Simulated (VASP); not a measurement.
A run of VASP 6.6.1 is set up as follows.

Contents of INCAR:

```
SYSTEM = BaS
PREC = Accurate
ENCUT = 520
EDIFF = 1E-6
ISMEAR = 0
SIGMA = 0.02
LREAL = .FALSE.
LASPH = .TRUE.
NELM = 60
ALGO = Normal
ISIF = 2
LWAVE = .FALSE.
LCHARG = .FALSE.
GGA = PE
NBANDS = 15
```

File KPOINTS:

```
regular mesh
0
G
  8 8 8
  0 0 0
```

File POSCAR:

```
BaS
1.0
    0.0000000000      3.2143926808      3.2143926808
    3.2143926808      0.0000000000      3.2143926808
    3.2143926808      3.2143926808      0.0000000000
Ba S
1 1
Direct
    0.0000000000      0.0000000000      0.0000000000
    0.5000000000      0.5000000000      0.5000000000
```

Potentials or basis: VASP PAW PBE potentials, release 64 (Ba_sv, S).

The run is started by

```sh
$ cat potpaw_PBE.64/Ba_sv/POTCAR potpaw_PBE.64/S/POTCAR > POTCAR
$ mpirun -np 1 vasp_std > vasp.out
```

Problem. Estimate the band gap on the k mesh.

Solution. 2.14 eV, indirect (least direct gap 2.29 eV).

Problem. What does it give for the pressure?

Solution. 0.5 GPa.

Caveat: spin-orbit coupling is left out, which moves the levels of the heavy elements.

**Measured values to compare with.**

A printed reference work, monograph, original work of 1988 reports, for a bulk crystal of BaS at 2 K: band gap 3.806 eV (indirect).

A measured gap of BaS is 3.806 eV (indirect; 2 K; a printed reference work, monograph, original work of 1988); the calculated 2.14 eV misses it by -1.67 eV. Spin-orbit coupling on Ba is left out. The value is that of PBE on a finite k mesh, which can miss the band edges, without temperature or zero-point motion. Semilocal functionals fall short of measured gaps as a rule.
